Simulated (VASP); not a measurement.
# AlP (F-43m) in VASP: a series of runs

One crystal, AlP, is run at these levels: r2SCAN; tasks: single point, relaxation of cell and atoms.

All numbers are computed with VASP 6.6.1; they aren't measurements. Logs are shortened: lines on timing, memory, paths and dates and some standing lists are left out, and cuts for length are marked.

**What was measured.**

From a printed reference work, data compilation, for a bulk crystal of AlP at 4.2 K: band gap 2.505 eV (indirect).

The results are compared with them further down.

## (1) Starting point

The structure is cubic, space group F-43m (No. 216). The conventional cell has a = 5.479 Å, b = 5.479 Å, c = 5.479 Å, α = 90.00°, β = 90.00°, γ = 90.00°. P (site symmetry -43m) is surrounded by 4 Al at 2.37 Å. Around Al (site symmetry -43m) lie 4 P at 2.37 Å.

## (2) Single point, r2SCAN

POSCAR reads:

```
AlP
1.0
    0.0000000000     -2.7392605208     -2.7392605208
    2.7392605208      0.0000000000     -2.7392605208
    2.7392605208     -2.7392605208      0.0000000000
P Al
1 1
Direct
    0.5000000000      0.5000000000      0.5000000000
    0.7500000000      0.7500000000      0.7500000000
```

INCAR.step1 reads:

```
  ALGO = Normal
  EDIFF = 1E-4
  ENCUT = 520
  GGA = PE
  ISMEAR = 0
  LASPH = T
  LCHARG = F
  LREAL = F
  LWAVE = T
  NBANDS = 11
  NELM = 100
  PREC = Accurate
  SIGMA = 0.02
```

INCAR.step2 reads:

```
  ALGO = Normal
  EDIFF = 1E-6
  ENCUT = 520
  ISIF = 2
  ISMEAR = 0
  ISTART = 1
  LASPH = T
  LCHARG = T
  LELF = T
  LMIXTAU = T
  LREAL = F
  LVHAR = T
  LWAVE = F
  METAGGA = R2SCAN
  NBANDS = 11
  NELM = 100
  PREC = Accurate
  SIGMA = 0.02
```

KPOINTS reads:

```
k-points
0
Gamma
  8 8 8
```

Potentials or basis: VASP PAW PBE potentials, release 64 (P, Al).

The run is started by

```bash
> cat potpaw_PBE.64/P/POTCAR potpaw_PBE.64/Al/POTCAR > POTCAR
> cp INCAR.step1 INCAR
> mpirun -np 1 vasp_std > vasp.out
> cp INCAR.step2 INCAR
> mpirun -np 1 vasp_std > vasp.out
```

OUTCAR:

```text
EDIFF = 1E-6
   ENCUT = 520
   ISIF = 2
   ISMEAR = 0
   ISTART = 1
   LASPH = T
   LREAL = F
   METAGGA = R2SCAN
   NELM = 100
   PREC = Accurate

 ion  position               nearest neighbor table
   1  0.500  0.500  0.500-   2 2.37   2 2.37   2 2.37   2 2.37
   2  0.750  0.750  0.750-   1 2.37   1 2.37   1 2.37   1 2.37

  LATTYP: Found a face centered cubic cell.
 ALAT       =     5.4785210416

  Lattice vectors:

 A1 = (   0.0000000000,  -2.7392605208,  -2.7392605208)
 A2 = (   2.7392605208,   0.0000000000,  -2.7392605208)
 A3 = (   2.7392605208,  -2.7392605208,   0.0000000000)

Analysis of symmetry for initial positions (statically):
=====================================================================
 Subroutine PRICEL returns:
 Original cell was already a primitive cell.

 Routine SETGRP: Setting up the symmetry group for a
 face centered cubic supercell.

 Subroutine GETGRP returns: Found 24 space group operations
 (whereof 24 operations were pure point group operations)
 out of a pool of 48 trial point group operations.

The static configuration has the point symmetry T_d .

Analysis of symmetry for dynamics (positions and initial velocities):
=====================================================================
 Subroutine PRICEL returns:
 Original cell was already a primitive cell.

 Routine SETGRP: Setting up the symmetry group for a
 face centered cubic supercell.

 Subroutine GETGRP returns: Found 24 space group operations
 (whereof 24 operations were pure point group operations)
 out of a pool of 48 trial point group operations.

The dynamic configuration has the point symmetry T_d .

 Subroutine INISYM returns: Found 24 space group operations
 (whereof 24 operations are pure point group operations),
 and found     1 'primitive' translations

----------------------------------------------------------------------------------------

                                     Primitive cell

  volume of cell :      41.1083

  direct lattice vectors                    reciprocal lattice vectors
     0.000000000 -2.739260521 -2.739260521    -0.182531014 -0.182531014 -0.182531014
     2.739260521  0.000000000 -2.739260521     0.182531014  0.182531014 -0.182531014
     2.739260521 -2.739260521  0.000000000     0.182531014 -0.182531014  0.182531014

  length of vectors
     3.873899379  3.873899379  3.873899379     0.316152990  0.316152990  0.316152990
[... 88 lines left out ...]
   ISYM   =      2    0-nonsym 1-usesym 2-fastsym
   POTIM  = 0.5000    time-step for ionic-motion
   TEBEG  =    0.0;   TEEND  =   0.0 temperature during run
   PSTRESS=    0.0 pullay stress
   NELECT =       8.0000    total number of electrons
   NUPDOWN=      -1.0000    fix difference up-down
   EMIN   =  10.00;   EMAX   =-10.00  energy-range for DOS
   EFERMI =   0.00;   METHOD = LEGACY
   ISMEAR =     0;   SIGMA  =   0.02  broadening in eV -4-tet -1-fermi 0-gaus
   EFERMI_NEDOS =   21; number of points for ismear=-14 and -15
   IALGO  =     38    algorithm
   IMIX   =      4    mixing-type and parameters
     AMIX     =   0.40;   BMIX     =  1.00
     AMIX_MAG =   1.60;   BMIX_MAG =  1.00
  volume/ion in A,a.u.               =      20.55       138.71
  Fermi-wavevector in a.u.,A,eV,Ry     =   0.948698  1.792780 12.245633  0.900029
  Thomas-Fermi vector in A             =   2.076911
   LORBIT       =      0    0 simple, 1 ext, 2 COOP (PROOUT), +10 PAW based schemes
   METAGGA = R2SCAN    functional components
   LHFCALC =     F    Hartree Fock is set to
   AEXX    =    0.0000 exact exchange contribution
   IVDW    =     0    specifies the selected vdW correction
   LEPSILON=     F    determine dielectric tensor
   LRPA    =     F    only Hartree local field effects (RPA)
 non-spin polarized calculation
 Gauss-broadening in eV      SIGMA  =   0.02
  energy-cutoff  :      520.00
  volume of cell :       41.11
 maximum number of plane-waves:      1124
 NGX is ok and might be reduce to    30
   NGX = 15   NGY = 15   NGZ = 15

 number of electron       7.9999999 magnetization

 Free energy of the ion-electron system (eV)
  ---------------------------------------------------
  ext. energy  EPLUGINS =         0.00000000
  ---------------------------------------------------
  free energy    TOTEN  =       -17.20940864 eV

  energy without entropy =      -17.20940864  energy(sigma->0) =      -17.20940864

 E-fermi :   4.4396     XC(G=0):  -9.5906

 val. band max:        4.3145651684   @ k =   0.0000   0.0000   0.0000
 cond. band min:       6.2431992315   @ k =   0.5000   0.5000   0.0000
 fundamental gap:      1.9286340631
 Fermi energy:         4.4396060906

 k-point     1 :       0.0000    0.0000    0.0000
  band No.  band energies     occupation
      1      -7.6151      2.00000
      2       4.3146      2.00000
      3       4.3146      2.00000
      4       4.3146      2.00000
      5       8.2242      0.00000
      6       9.2757      0.00000
      7       9.2757      0.00000
      8       9.2757      0.00000
      9      13.6136      0.00000
     10      13.6136      0.00000
     11      15.4357      0.00000
[... 309 lines left out ...]
 k-point    24 :      -0.3750    0.2500    0.1250
  band No.  band energies     occupation
      1      -5.5743      2.00000
      2      -0.9393      2.00000
      3       1.6888      2.00000
      4       2.8039      2.00000
      5       8.6712      0.00000
      6       9.2966      0.00000
      7      11.7152      0.00000
      8      12.5618      0.00000
      9      13.9561      0.00000
     10      16.4996      0.00000
     11      17.8107      0.00000

 [... further k-points ...]

------------------------ aborting loop because EDIFF is reached ----------------------------------------

  FORCE on cell =-STRESS in cart. coord.  units (eV):
  Direction    XX          YY          ZZ          XY          YZ          ZX
  --------------------------------------------------------------------------------------
  -------------------------------------------------------------------------------------
  Total       -0.0776103     -0.0776103     -0.0776103     -0.0000000      0.0000000      0.0000000
  in kB       -3.0248225     -3.0248225     -3.0248225     -0.0000000      0.0000000      0.0000000
  external PRESSURE =      -3.0248225 kB  Pullay stress =       0.0000000 kB

 VOLUME and BASIS-vectors are now :
 -----------------------------------------------------------------------------
  energy-cutoff  :      520.00
  volume of cell :       41.11
      direct lattice vectors                 reciprocal lattice vectors
     0.000000000 -2.739260521 -2.739260521    -0.182531014 -0.182531014 -0.182531014
     2.739260521  0.000000000 -2.739260521     0.182531014  0.182531014 -0.182531014
     2.739260521 -2.739260521  0.000000000     0.182531014 -0.182531014  0.182531014

 POSITION                                       TOTAL-FORCE (eV/Angst)
 -----------------------------------------------------------------------------------
      2.73926     -2.73926     -2.73926         0.000000     -0.000000     -0.000000
      4.10889     -4.10889     -4.10889        -0.000000      0.000000      0.000000
 -----------------------------------------------------------------------------------
    total drift:                               -0.000004      0.000004      0.000004

  FREE ENERGIE OF THE ION-ELECTRON SYSTEM (eV)
  ---------------------------------------------------
  free  energy   TOTEN  =       -17.2094086376 eV

  energy  without entropy=      -17.2094086376  energy(sigma->0) =      -17.20940864
```

OSZICAR.step1:

```text
N       E                     dE             d eps       ncg     rms          rms(c)
DAV:   1     0.138874092934E+02    0.13887E+02   -0.32784E+03   638   0.582E+02
DAV:   2    -0.969442966909E+01   -0.23582E+02   -0.22388E+02   841   0.939E+01
DAV:   3    -0.107106574353E+02   -0.10162E+01   -0.10116E+01   804   0.180E+01
DAV:   4    -0.107211651384E+02   -0.10508E-01   -0.10506E-01   787   0.215E+00
DAV:   5    -0.107212995787E+02   -0.13444E-03   -0.13444E-03   829   0.236E-01    0.448E+00
DAV:   6    -0.104157627268E+02    0.30554E+00   -0.61754E-01   716   0.291E+00    0.284E+00
DAV:   7    -0.103738307928E+02    0.41932E-01   -0.21535E-01   771   0.188E+00    0.143E+00
DAV:   8    -0.103742960274E+02   -0.46523E-03   -0.15069E-02   729   0.600E-01    0.232E-01
DAV:   9    -0.103742208707E+02    0.75157E-04   -0.70863E-04   774   0.148E-01
   1 F= -.10374221E+02 E0= -.10374221E+02  d E =-.987498E-25
```

It took 46 s on 1 thread of Intel Xeon Platinum 8488C (Sapphire Rapids), shared host; peak memory 0.16 GiB.

Results:

```
Free energy            : -17.2094 eV
Pressure               : -0.3 GPa
Band gap on the k mesh : 1.93 eV, indirect (least direct gap 3.91 eV)
```

Levels at points of the mesh, in eV from the valence-band top:
```csv
k point,band 1,band 2,band 3,band 4,band 5,band 6,band 7,band 8
"(0.00, 0.00, 0.00)",-11.93,0.00,0.00,0.00,3.91,4.96,4.96,4.96
"(0.50, 0.00, 0.00)",-10.21,-5.63,-0.79,-0.79,3.29,5.22,5.22,8.92
"(0.50, 0.50, 0.00)",-9.53,-5.40,-2.16,-2.16,1.93,2.85,11.90,11.90
```

Caveat: the PAW data sets were made with another functional, which shifts forces and pressure a little.

## (3) Relaxation of cell and atoms, r2SCAN

This run uses another cell than the first one, of 20.25 Å³/atom, 0.985 times its volume.

POSCAR reads:

```
AlP
1.0
    0.0000000000     -2.7255000000     -2.7255000000
    2.7255000000      0.0000000000     -2.7255000000
    2.7255000000     -2.7255000000      0.0000000000
P Al
1 1
Direct
    0.5000000000      0.5000000000      0.5000000000
    0.7500000000      0.7500000000      0.7500000000
```

INCAR.step1 reads:

```
SYSTEM = AlP
PREC = Accurate
ENCUT = 600
ISMEAR = 0
SIGMA = 0.02
LREAL = .False.
LASPH = .True.
NELM = 100
GGA = PE
ALGO = Normal
EDIFF = 1E-4
LWAVE = .True.
LCHARG = .False.
```

INCAR.step2 reads:

```
SYSTEM = AlP
PREC = Accurate
ENCUT = 600
EDIFF = 1E-6
ISMEAR = 0
SIGMA = 0.02
LREAL = .False.
LASPH = .True.
NELM = 100
ALGO = Normal
ISIF = 3
LWAVE = .False.
LCHARG = .False.
METAGGA = R2SCAN
LMIXTAU = .True.
IBRION = 2
NSW = 100
EDIFFG = -0.005
ISTART = 1
```

KPOINTS reads:

```
regular mesh
0
Gamma
  8 8 8
  0 0 0
```

Potentials or basis: VASP PAW PBE potentials, release 64 (P, Al).

The run is started by

```bash
> cat potpaw_PBE.64/P/POTCAR potpaw_PBE.64/Al/POTCAR > POTCAR
> cp INCAR.step1 INCAR
> mpirun -np 1 vasp_std > vasp.out
> cp INCAR.step2 INCAR
> mpirun -np 1 vasp_std > vasp.out
```

Run time: 70 s. Hardware: 1 thread of Intel Xeon Platinum 8488C (Sapphire Rapids), shared host; peak memory 0.19 GiB.

It converged, with:

```
Free energy                            : -17.2098 eV
Relaxed volume                         : 20.48 Å³/atom
Relaxed cell                           : a = 3.869 Å, b = 3.869 Å, c = 3.869 Å, α = 60.00°, β = 60.00°, γ = 60.00°
Space group after relaxing (to 0.05 Å) : F-43m (No. 216)
Energy gained by relaxing              : 0.8 meV/atom
Ionic steps                            : 3
Pressure after relaxing                : 0.0 GPa
Band gap on the k mesh                 : 1.92 eV, indirect (least direct gap 3.94 eV)
```

Step by step:
| step | energy change (eV) | largest force (eV/Å) | pressure (GPa) | volume (Å³) |
| --- | --- | --- | --- | --- |
| 1 | 0.0000 | 0.0000 | 1.11 | 40.49 |
| 2 | -0.0008 | 0.0000 | -0.75 | 41.32 |
| 3 | -0.0016 | 0.0000 | 0.03 | 40.97 |

Final structure:
```cif
data_structure
_symmetry_space_group_name_H-M 'P 1'
_symmetry_Int_Tables_number 1
_cell_length_a 3.8694
_cell_length_b 3.8694
_cell_length_c 3.8694
_cell_angle_alpha 60.000
_cell_angle_beta 60.000
_cell_angle_gamma 60.000
_cell_volume 40.97
loop_
_atom_site_label
_atom_site_type_symbol
_atom_site_fract_x
_atom_site_fract_y
_atom_site_fract_z
_atom_site_occupancy
P1 P 0.50000 0.50000 0.50000 1
Al1 Al 0.75000 0.75000 0.75000 1
```

Levels at points of the mesh, in eV from the valence-band top:
```csv
k point,band 1,band 2,band 3,band 4,band 5,band 6,band 7,band 8
"(0.00, 0.00, 0.00)",-11.95,0.00,0.00,0.00,3.94,4.97,4.97,4.97
"(0.50, 0.00, 0.00)",-10.22,-5.64,-0.79,-0.79,3.30,5.22,5.22,8.93
"(0.50, 0.50, 0.00)",-9.54,-5.41,-2.17,-2.17,1.92,2.85,11.93,11.93
```

Caveat: the PAW data sets were made with another functional, which shifts forces and pressure a little. r2SCAN opens gaps a little over a GGA but as a rule still falls short of measured ones.

## (4) Single point, r2SCAN

This run uses another cell than the first one, of 20.25 Å³/atom, 0.985 times its volume.

POSCAR is that of step 3.

INCAR.step1 reads:

```
ALGO = Normal
EDIFF = 1E-4
ENCUT = 520
GGA = PE
ISMEAR = 0
LASPH = True
LCHARG = False
LREAL = False
LWAVE = True
NBANDS = 11
NELM = 100
PREC = Accurate
SIGMA = 0.1
```

INCAR.step2 reads:

```
ALGO = Normal
EDIFF = 1E-6
ENCUT = 520
ISIF = 2
ISMEAR = 0
ISTART = 1
LASPH = True
LCHARG = False
LMIXTAU = True
LREAL = False
LWAVE = False
METAGGA = R2SCAN
NBANDS = 11
NELM = 100
PREC = Accurate
SIGMA = 0.1
```

KPOINTS reads:

```
k-points
0
Gamma
  6 6 6
```

The run is started by

```bash
> cat potpaw_PBE.64/P/POTCAR potpaw_PBE.64/Al/POTCAR > POTCAR
> cp INCAR.step1 INCAR
> mpirun -np 1 vasp_std > vasp.out
> cp INCAR.step2 INCAR
> mpirun -np 1 vasp_std > vasp.out
```

It took 29 s on 1 thread of Intel Xeon Platinum 8488C (Sapphire Rapids), shared host; peak memory 0.15 GiB.

It converged, with:

```yaml
Free_energy: -17.2015 eV
Pressure: 1.1 GPa
Band_gap_on_the_k_mesh: 1.90 eV, indirect (least direct gap 4.05 eV)
```

Levels at points of the mesh, in eV from the valence-band top:
```csv
k point,band 2,band 3,band 4,band 5,band 6,band 7
"(0.00, 0.00, 0.00)",0.00,0.00,0.00,4.05,4.98,4.98
"(0.50, 0.00, 0.00)",-5.70,-0.79,-0.79,3.35,5.22,5.22
"(0.50, 0.50, 0.00)",-5.45,-2.19,-2.19,1.90,2.84,12.04
```

Caveat: the PAW data sets were made with another functional, which shifts forces and pressure a little.

## (5) Overview

| task | cell | k mesh | cutoff (eV) | smearing | gap on the mesh (eV) | pressure (GPa) |
| --- | --- | --- | --- | --- | --- | --- |
| single point | F-43m, 20.55 Å³/atom | 8 × 8 × 8 | 520 | gaussian 0.02 eV | 1.93 | -0.3 |
| relaxation of cell and atoms | relaxed | 8 × 8 × 8 | 600 | gaussian 0.02 eV | 1.92 | 0.0 |
| single point | F-43m, 20.25 Å³/atom | 6 × 6 × 6 | 520 | gaussian 0.1 eV | 1.90 | 1.1 |

Alike in all rows: level r2SCAN; potentials or basis VASP PAW PBE potentials, release 64 (P, Al); no spin polarisation.

Caveats: the PAW data sets were made with another functional, which shifts forces and pressure a little.

Absolute energies hang on the potentials; compare differences alone.

## (6) How close it comes

Step 2. A measured gap of AlP is 2.505 eV (indirect; 4.2 K; a printed reference work, data compilation); the calculated 1.93 eV misses it by -0.58 eV. The value is that of r2SCAN on a finite k mesh, which can miss the band edges, without temperature or zero-point motion.

Step 4. Against the measured gap of AlP, 2.505 eV (indirect; 4.2 K; a printed reference work, data compilation), the calculated 1.90 eV is off by -0.61 eV. The value is that of r2SCAN on a finite k mesh, which can miss the band edges, without temperature or zero-point motion.
